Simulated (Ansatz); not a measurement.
# Ga2As2H7: the cost of one run

Method: DFT PBEsol, scalar-relativistic, plane waves, PAW, in Ansatz 0.2.0.

2 further runs of the same task are left out: 2 set aside as unsound or not needed. Runs told in other sessions of the task aren't counted.

### 1 The starting structure

The structure is cubic, space group F-43m (No. 216). The conventional cell has a = 5.658 Å, b = 5.658 Å, c = 5.658 Å, α = 90.00°, β = 90.00°, γ = 90.00°. Ga (site symmetry -43m) is surrounded by 4 As at 2.45 Å. As (site symmetry -43m) has 4 Ga at 2.45 Å in its first shell of neighbours.

As a file:

```
Ga As
1.0
     0.00000    2.82914    2.82914
     2.82914    0.00000    2.82914
     2.82914    2.82914    0.00000
Ga As
1 1
Direct
  0.00000 0.00000 0.00000
  0.25000 0.25000 0.25000
```

It is the result of an earlier relaxation at this level (volume 22.64 Å³/atom; gap on the mesh: 0.42 eV).

### 2 Building the [111] wire, 8 host atoms a period with H caps

The wire is cut from the relaxed crystal, periodic along c with vacuum across. Atoms and period relax; energies count from the bulk, -4278.4300 eV an atom. Each H cap counts from half an H2 molecule (-15.609 eV in a separate run).

The cell holds 4 Ga, 4 As, 14 H: a = 14.200 Å, b = 15.900 Å, c = 9.800 Å, α = 90.00°, β = 90.00°, γ = 90.00°.

### 3 Relaxing it

Pressure and volume refer to the whole cell with its vacuum; only the period along c may change.

File input.yaml:

```yaml
crystal:
  lattice:
    - [14.2, 0.0, 0.0]
    - [0.0, 15.9, 0.0]
    - [0.0, 0.0, 9.8004198475]
  atoms:
    - { symbol: Ga, position: [0.5829972381, 0.5, 0.0] }
    - { symbol: As, position: [0.5016598751, 0.3741822438, 0.4166666667] }
    - { symbol: Ga, position: [0.420322512, 0.5, 0.3333333333] }
    - { symbol: As, position: [0.5016598751, 0.6258177562, 0.4166666667] }
    - { symbol: Ga, position: [0.5016598751, 0.6258177562, 0.6666666667] }
    - { symbol: As, position: [0.420322512, 0.5, 0.0833333333] }
    - { symbol: Ga, position: [0.5016598751, 0.3741822438, 0.6666666667] }
    - { symbol: As, position: [0.5829972381, 0.5, 0.75] }
    - { symbol: H, position: [0.6351173154, 0.5806226184, 0.0533990728] }
    - { symbol: H, position: [0.6351173154, 0.4193773816, 0.0533990728] }
    - { symbol: H, position: [0.4511996728, 0.2961272247, 0.3649682012] }
    - { symbol: H, position: [0.6025802795, 0.3741822438, 0.3649682012] }
    - { symbol: H, position: [0.3160823574, 0.5, 0.3867324062] }
    - { symbol: H, position: [0.4511996728, 0.7038727753, 0.3649682012] }
    - { symbol: H, position: [0.6025802795, 0.6258177562, 0.3649682012] }
    - { symbol: H, position: [0.3974197205, 0.6258177562, 0.7200657395] }
    - { symbol: H, position: [0.5537799524, 0.7064403746, 0.7200657395] }
    - { symbol: H, position: [0.3698623098, 0.4219449809, 0.0316348679] }
    - { symbol: H, position: [0.3698623098, 0.5780550191, 0.0316348679] }
    - { symbol: H, position: [0.3974197205, 0.3741822438, 0.7200657395] }
    - { symbol: H, position: [0.5537799524, 0.2935596254, 0.7200657395] }
    - { symbol: H, position: [0.6839176426, 0.5, 0.6983015346] }
basis:
  ecutwfc: 420
kpoints:
  mp_grid: { grid: [1, 1, 4] }
hamiltonian:
  xc: pbesol
scf:
  occupations: { method: gaussian, width: 0.05 }
output:
  forces: true
  stress: true
  eigenvalues: true
  populations: true
  write_density: true
  write_potential: true
  elf: true
  volumetric_format: npy
relax:
  adjacent_minimum: "off"
  f_tol: 0.02
  max_steps: 45
  cell: { fix: [a, b, alpha, beta, gamma], stress_tol: 0.03 }
```

Command:

```bash
$ ansatz run input.yaml --threads 4 --pin off --max-ram 11264MiB --backend cpu --events-out ev --progress --plain --runs-dir out
```

What time and memory should one allow on 4 threads of Arm Neoverse V1, shared host?

About 5.8 min, with a peak of 2.6 GiB.
